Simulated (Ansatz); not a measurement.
# BP under changes of volume

One of the cells (11.682 Å³/atom); the others are scaled copies at fixed shape and fractional positions:

```
P B
1.0
     0.00000    2.26900    2.26900
     2.26900    0.00000    2.26900
     2.26900    2.26900    0.00000
P B
1 1
Direct
  0.75000 0.75000 0.75000
  0.00000 0.00000 0.00000
```

```yaml
Program: Ansatz 0.2.0
Functional: PBE
Potentials_or_basis: Ansatz PAW
Cutoff: "420 eV (not typed: the program's choice for these potentials)"
k_mesh: 10 × 10 × 10
Occupations: fermi-dirac, width 0.05 eV
Spin: no spin polarisation
```

```tsv
volume (Å³/atom)	energy over the lowest point (meV/atom)	pressure (GPa)	gap on the mesh (eV)
10.981	?	?	?
11.214	13.65	8.5	1.19
11.448	4.17	4.6	1.22
11.682	0.00	1.1	1.24
11.915	0.71	-2.0	1.27
12.149	5.82	-4.9	1.30
12.383	14.93	-7.5	1.32
```

**Question.** What does the run at 10.981 Å³/atom give?

**Answer.** Energy over the lowest point 29.02 meV/atom; pressure 12.7 GPa; gap on the mesh 1.16 eV.

Worked out: A Birch-Murnaghan fit of order 3 (a polynomial in V^(-2/3)) to the other rows has its minimum at 11.76 Å³/atom with B0 = V·E''(V) = 162 GPa and B' = 3.8. It gives 28.96 meV/atom at 10.981 Å³/atom, against the run's 29.02, and -dE/dV = 12.7 GPa, against 12.7. A straight line through the other rows of the gap, of slope 1.33 eV per unit of ln V, extrapolates to 1.16 eV, against the run's 1.16.

Energies are extrapolated to zero smearing.

A mesh can miss the band edges.
